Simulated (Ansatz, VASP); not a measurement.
## Two plane-wave programs on Mo

The input INCAR:

```
SYSTEM = Mo
PREC = Accurate
ENCUT = 520
EDIFF = 1E-6
ISMEAR = -1
SIGMA = 0.05
LREAL = .FALSE.
LASPH = .TRUE.
NELM = 100
ALGO = Normal
ISIF = 2
LWAVE = .FALSE.
LCHARG = .FALSE.
METAGGA = R2SCAN
LMIXTAU = .TRUE.
```

KPOINTS

```
Automatic mesh
0
G
  12 12 12
  0 0 0
```

The input POSCAR:

```
Mo
1.0
   -1.5942980787      1.5942980787      1.5942980787
    1.5942980787     -1.5942980787      1.5942980787
    1.5942980787      1.5942980787     -1.5942980787
Mo
1
Direct
    0.0000000000      0.0000000000      0.0000000000
```

input.yaml

```yaml
crystal:
  lattice:
    - [-1.5942980787, 1.5942980787, 1.5942980787]
    - [1.5942980787, -1.5942980787, 1.5942980787]
    - [1.5942980787, 1.5942980787, -1.5942980787]
  atoms:
    - { symbol: Mo, position: [0.0, 0.0, 0.0] }
hamiltonian:
  xc: r2scan
  pseudopotentials: { kind: paw }
kpoints:
  mp_grid: { grid: [12, 12, 12] }
scf:
  occupations: { method: fermi_dirac, width: 0.05 }
output:
  forces: true
  stress: true
  eigenvalues: true
```

Change from the starting cell: volume scaled by 1.02.

Alike in both runs: task single point; functional r2SCAN; k mesh 12 × 12 × 12; occupations fermi-dirac, width 0.05 eV; no spin polarisation.

|  | VASP | Ansatz |
| --- | --- | --- |
| version | VASP 6.6.1 | Ansatz 0.2.0 |
| potentials or method | VASP PAW PBE potentials, release 64 (Mo_sv) | Ansatz PAW |
| plane-wave cutoff (eV) | 520 | 500 |
| valence electrons in the cell | 14 | 14 |

```csv
,VASP,Ansatz,Ansatz less VASP
gap on the k mesh at the Fermi level (eV),none,none,-
pressure (GPa),-8.4,-9.3,-0.98
```

A gap of «none» marks a metal or a gap that the smearing closes.

Caveats: the PAW data sets were made with another functional, which shifts forces and pressure a little (VASP); the PAW data sets come from PBE, with cores solved anew for the run's functional, which leaves a small shift of forces and pressure (Ansatz).
